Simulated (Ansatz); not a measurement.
# SnS: the cost of one run

Program: Ansatz 0.2.0 through its Python package. Level of theory: DFT PBE, plane waves, PAW. These are calculated values, not measurements.

## (1) The structure

It takes space group Pnma (No. 62, orthorhombic). The conventional cell has a = 11.200 Å, b = 3.987 Å, c = 4.334 Å, α = 90.00°, β = 90.00°, γ = 90.00°. Sn (site symmetry m) has 3 S at 2.63 to 2.67 Å as nearest neighbours. Around S (site symmetry m) lie 3 Sn at 2.63 to 2.67 Å.

No structure file is read: the coordinates are typed or built in the script.

## (2) The code

Input file sns_slab.py:

```python
"""A surface of SnS: energy and work function."""

import warnings

import ansatz as az
from ase import Atoms
from ase.build import surface
import numpy as np

XC = "PBE"
FILLING = "fermi_dirac"
SMEARING_WIDTH = 0.05

warnings.simplefilter("ignore", az.DeckWarning)

atoms = Atoms(
    ["Sn", "Sn", "Sn", "Sn", "S", "S", "S", "S"],
    scaled_positions=[
        [0.1194, 0.25, 0.1198],
        [0.3806, 0.75, 0.6198],
        [0.6194, 0.25, 0.3802],
        [0.8806, 0.75, 0.8802],
        [0.8508, 0.25, 0.4793],
        [0.6492, 0.75, 0.9793],
        [0.3508, 0.25, 0.0207],
        [0.1492, 0.75, 0.5207],
    ],
    cell=[
        [11.2, 0.0, 0.0],
        [0.0, 3.987, 0.0],
        [0.0, 0.0, 4.334],
    ],
    pbc=True,
)
# the plane is named in the basis of this cell
slab = surface(atoms, (1, 0, 0), 2, vacuum=6.0)
slab.pbc = True

print(slab.get_chemical_formula(), "area {:.3f} A^2, cell height {:.2f} A".format(np.linalg.norm(np.cross(slab.cell[0], slab.cell[1])), slab.cell[2, 2]))


def settings(structure):
    return (
        az.Crystal.from_ase(structure).calculation()
        .functional(XC)
        .occupations(FILLING, width=SMEARING_WIDTH)  # smearing steadies the SCF of a metal
    )


setup = (
    settings(slab)
    .kpoints(4, 4, 1)  # the mesh must be finer for metals
    .electric_field(axis=3, dipole_correction=True)
    .potential()
    .forces()
)
result = setup.run(threads=1)
report = result.report

print(f"slab free energy {report['free_energy_ev']:.4f} eV, Fermi level {report['fermi_energy_ev']:.3f} eV")
face = report["work_function"]
print("work function (eV), upper and lower face:", *(round(face[k], 3) for k in ("phi_plus_ev", "phi_minus_ev") if face.get(k) is not None))
print(f"dipole {face['dipole_moment_e_ang']:+.4f} e A")

# surface energy from the bulk energy at the same settings
bulk = settings(atoms).kpoints(3, 7, 6).run(threads=1).report
excess = report["free_energy_ev"] - bulk["free_energy_ev"] * len(slab) / len(atoms)
area = np.linalg.norm(np.cross(slab.cell[0], slab.cell[1]))
print(f"mean surface energy {excess / (2 * area) * 16.02177:.3f} J/m^2 ({1000 * excess / (2 * area):.1f} meV/A^2)")

print("z (A) and force along z (eV/A)")
for site, force in sorted(zip(result.lattice.sites, report["forces_ev_ang"]), key=lambda pair: pair[0].position_ang[2]):
    print(f"{site.symbol:3s} {site.position_ang[2]:8.3f} {force[2]:9.4f}")
```

## (3) The calls as engine input

The package turns the script's settings into the engine's input (first run):

```yaml
crystal:
  lattice:
    - [3.987, 0.0, 0.0]
    - [0.0, 4.334, 0.0]
    - [0.0, 0.0, 31.72544]
  atoms:
    - { symbol: Sn, position: [0.24999999999999997, 0.11979999999999999, 0.18912267253031007] }
    - { symbol: Sn, position: [0.7499999999999999, 0.6197999999999999, 0.2813338443848218] }
    - { symbol: Sn, position: [0.24999999999999997, 0.38020000000000004, 0.3656371668919327] }
    - { symbol: Sn, position: [0.7499999999999999, 0.8802, 0.4578483387464445] }
    - { symbol: S, position: [0.24999999999999997, 0.47929999999999995, 0.44732807488249177] }
    - { symbol: S, position: [0.7499999999999999, 0.9793, 0.3761574307558855] }
    - { symbol: S, position: [0.24999999999999997, 0.0207, 0.27081358052086907] }
    - { symbol: S, position: [0.7499999999999999, 0.5207, 0.19964293639426278] }
    - { symbol: Sn, position: [0.24999999999999997, 0.11979999999999999, 0.5421516612535554] }
    - { symbol: Sn, position: [0.7499999999999999, 0.6197999999999999, 0.6343628331080672] }
    - { symbol: Sn, position: [0.24999999999999997, 0.38020000000000004, 0.7186661556151782] }
    - { symbol: Sn, position: [0.7499999999999999, 0.8802, 0.8108773274696899] }
    - { symbol: S, position: [0.24999999999999997, 0.47929999999999995, 0.8003570636057373] }
    - { symbol: S, position: [0.7499999999999999, 0.9793, 0.7291864194791308] }
    - { symbol: S, position: [0.24999999999999997, 0.0207, 0.6238425692441145] }
    - { symbol: S, position: [0.7499999999999999, 0.5207, 0.5526719251175083] }
kpoints:
  mp_grid:
    grid: [4, 4, 1]
hamiltonian:
  xc: pbe
efield:
  axis: 3
  dipole_correction: true
scf:
  occupations:
    method: fermi_dirac
    width: 0.05
output:
  write_potential: true
  forces: true
```

## (4) Launch

The run is started by

```sh
$ python sns_slab.py
```

Q: Estimate wall time and peak memory on 1 thread of Arm Neoverse V2, shared host.

About 73 s, with a peak of 0.96 GiB.
